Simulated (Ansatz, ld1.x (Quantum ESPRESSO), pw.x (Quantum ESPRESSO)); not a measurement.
From atom to crystal: TM potential for nitrogen

ld1.x (Quantum ESPRESSO) 7.5 input, shortened:

```
&input
   title='N', zed=7., rel=1, dft='PBE', iswitch=3,
   config='[He] 2s2 2p3 3d-2'
 /
 &inputp
   pseudotype=2, tm=.true., lloc=1,
   nlcc=.true., rcore=1.10
 /
3
2S  1  0   2.00   0.00  1.10  1.10  0.0
3D  3  2  -2.00  -0.20  1.40  1.40  0.0
2P  2  1   3.00   0.00  1.60  1.60  0.0
 &test
   configts(1)='2s2 2p3'
 /
```

Atomic tests: cutoffs needed: 50 Ry and 110 Ry (the cutoffs (Ry, on a coarse ladder) from which the occupation-weighted sum of valence levels, in a spherical-Bessel basis at the reference potential, stays within 10 and 1 mRy of its value at 400 Ry); ghost test: no extra level below or beside the all-electron valence levels (s, d, p, f tested) (spherical-Bessel basis up to 400 Ry, 20 bohr box); largest excitation error: +1361 meV (all-electron minus pseudo) for 2s1 2p0, out of 7 test configurations.

Crystal test: sc N in pw.x 7.5, no spin, 17³ k-points, Fermi–Dirac smearing 0.01 Ry, cutoffs 135/540 Ry. The reference is all-electron LAPW (Ansatz 0.2.0) with the same functional, mesh and smearing; V0 and B0 come from Birch–Murnaghan fits to the pressures at five volumes. Errors are pseudo minus all-electron; Δ is the rms difference of the E(V) curves that follow from these fits, minima aligned, over ±6 % about the mean V0. Mesh and smearing are coarse, so the numbers serve the comparison and aren't converged zero-temperature values; the lattice is a test structure that the element need not adopt. Spin polarisation is left out.

All-electron: a0 = 1.866 Å (V0 = 6.50 Å³/atom), B0 = 181.9 GPa.

Task: How far does the potential miss the all-electron equation of state?

Result: mean pressure error (GPa): +5.44; a0 (Å): 1.885; a0 error (%): +1.02; B0 error (%): +0.5; Δ (meV/atom): 8.0. This is a poor potential for the solid.

```json
{"V (Å³/atom)": "6.337", "P all-electron (GPa)": "4.71", "P pseudo (GPa)": "10.87"}
{"V (Å³/atom)": "6.503", "P all-electron (GPa)": "-0.18", "P pseudo (GPa)": "5.55"}
{"V (Å³/atom)": "6.670", "P all-electron (GPa)": "-4.61", "P pseudo (GPa)": "0.78"}
{"V (Å³/atom)": "6.837", "P all-electron (GPa)": "-8.71", "P pseudo (GPa)": "-3.62"}
{"V (Å³/atom)": "7.003", "P all-electron (GPa)": "-12.52", "P pseudo (GPa)": "-7.72"}
```

Task: At the middle volume, how do free energy and pressure move when the wave cutoff is lowered (ecutrho kept at four times it)?

Result:

```json
{"cutoff (Ry)": "61", "shift of F (meV/atom)": "+68.8", "shift of P (GPa)": "-0.12"}
{"cutoff (Ry)": "81", "shift of F (meV/atom)": "+47.0", "shift of P (GPa)": "-2.52"}
{"cutoff (Ry)": "108", "shift of F (meV/atom)": "+8.1", "shift of P (GPa)": "-1.28"}
```

Input at the middle volume:

```
&control
  calculation='scf', prefix='x', pseudo_dir='./', outdir='./tmp', tstress=.true., disk_io='none'
/
&system
  ibrav=0, nat=1, ntyp=1, ecutwfc=135, ecutrho=540, nbnd=9,
  occupations='smearing', smearing='fd', degauss=0.01
/
&electrons
  conv_thr=1e-09, mixing_beta=0.4, electron_maxstep=70
/
ATOMIC_SPECIES
N 1.0 N.UPF
CELL_PARAMETERS angstrom
  1.88238568 0.00000000 0.00000000
  0.00000000 1.88238568 0.00000000
  0.00000000 0.00000000 1.88238568
ATOMIC_POSITIONS crystal
N 0.0000 0.0000 0.0000
K_POINTS automatic
17 17 17 0 0 0
```

```bash
pw.x < N.scf.in > N.scf.out
```

Lines of the output:

```
Message from routine setup:
     using ibrav=0 with symmetry is DISCOURAGED, use correct ibrav instead
     lattice parameter (alat)  =       3.5572  a.u.
     unit-cell volume          =      45.0114 (a.u.)^3
     number of electrons       =         5.00
     number of Kohn-Sham states=            9
     kinetic-energy cutoff     =     135.0000  Ry
     charge density cutoff     =     540.0000  Ry
     scf convergence threshold =      1.0E-09
     Exchange-correlation= PBE
     number of k points=   165  Fermi-Dirac smearing, width (Ry)=  0.0100
     iteration #  1     ecut=   135.00 Ry     beta= 0.40
     total energy              =     -19.59422889 Ry
     estimated scf accuracy    <       0.00251526 Ry
     iteration #  2     ecut=   135.00 Ry     beta= 0.40
     total energy              =     -19.59457711 Ry
     estimated scf accuracy    <       0.00084221 Ry
     iteration #  3     ecut=   135.00 Ry     beta= 0.40
     total energy              =     -19.59462340 Ry
     estimated scf accuracy    <       0.00001739 Ry
     iteration #  4     ecut=   135.00 Ry     beta= 0.40
     total energy              =     -19.59462506 Ry
     estimated scf accuracy    <       0.00000013 Ry
     iteration #  5     ecut=   135.00 Ry     beta= 0.40
     total energy              =     -19.59462510 Ry
     estimated scf accuracy    <       0.00000002 Ry
     iteration #  6     ecut=   135.00 Ry     beta= 0.40
     the Fermi energy is    10.5705 ev
!    total energy              =     -19.59462510 Ry
     estimated scf accuracy    <          8.8E-11 Ry
     smearing contrib. (-TS)   =      -0.00173951 Ry
     The total energy is F=E-TS. E is the sum of the following terms:
     one-electron contribution =       3.34081355 Ry
     hartree contribution      =       1.81592590 Ry
     xc contribution           =      -4.80906261 Ry
     ewald contribution        =     -19.94056243 Ry
     convergence has been achieved in   6 iterations
          total   stress  (Ry/bohr**3)                   (kbar)     P=        7.85
     Message from routine punch:
     Nothing written, as per user request (disk_io='none')
```

The run at the middle volume (165 k-points, 6 iterations) took about 16 s on one core of a shared host (Neoverse-V1, 32 threads, 247 GiB, load 16).
